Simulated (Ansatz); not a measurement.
**Stability checks on a candidate for NaH**

It comes from a database structure that was distorted and then relaxed.

Theory: DFT PBE, scalar-relativistic, plane waves, PAW in Ansatz 0.2.0. Plane waves to 420 eV, an 8×8×8 mesh through Γ for the 2-atom cell and 0.02 eV Gaussian smearing; no spin polarisation.

```
Na H
1.0
     0.00000    2.41579    2.41579
     2.41579    0.00000    2.41579
     2.41579    2.41579    0.00000
Na H
1 1
Cartesian
  2.4158 2.4158 2.4158
  0.0000 0.0000 0.0000
```

The zero of energy is the elements' standard structures at the same level (H₂ as a molecule); no fitted shifts are applied.

Task: These tests were run: energy against the elements; random kick, then relaxation without symmetry; phonons on a 4×4×4 q mesh; elastic tensor. What do they show?

Result:

```
                                         test                         result
                  energy against the elements                 −0.196 eV/atom
random kick, then relaxation without symmetry                        returns
                    phonons on a 4×4×4 q mesh  no imaginary mode on the mesh
                               elastic tensor        least eigenvalue 22 GPa
```

It fails none of these tests. Competing phases weren't compared here.

With hydrogen, zero-point motion can shift formation energies by some tens of meV/atom. The kick test ran on a coarse mesh. The run for the phonons used an 8×8×8 k mesh. The run for the elastic tensor used an 8×8×8 k mesh.
